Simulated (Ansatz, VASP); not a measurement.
**Os: VASP beside Ansatz**

```
Os
1.0
     0.00000    1.90264    1.90264
     1.90264    0.00000    1.90264
     1.90264    1.90264    0.00000
Os
1
Direct
  0.00000 0.00000 0.00000
```

Alike in both runs: task single point; functional PBE; k mesh 16 × 16 × 16; occupations fermi-dirac, width 0.1 eV; no spin polarisation.

|  | VASP | Ansatz |
| --- | --- | --- |
| version | VASP 6.6.1 | Ansatz 0.2.0 |
| potentials or method | VASP PAW PBE potentials, release 64 (Os) | plane waves (420 eV) with PAW, scalar-relativistic |
| plane-wave cutoff (eV) | 520 | 420 |
| valence electrons in the cell | 8 | 16 |

|  | VASP | Ansatz | Ansatz less VASP |
| --- | --- | --- | --- |
| pressure (GPa) | 17.5 | 17.3 | -0.26 |

The two sets of potentials don't hold the same shells in valence.

Caveats: so large a pressure means that the cell lies far from this level's equilibrium, or that cutoff or potentials fall short (VASP). The runs have no spin-orbit coupling, so splittings on Os are missing.
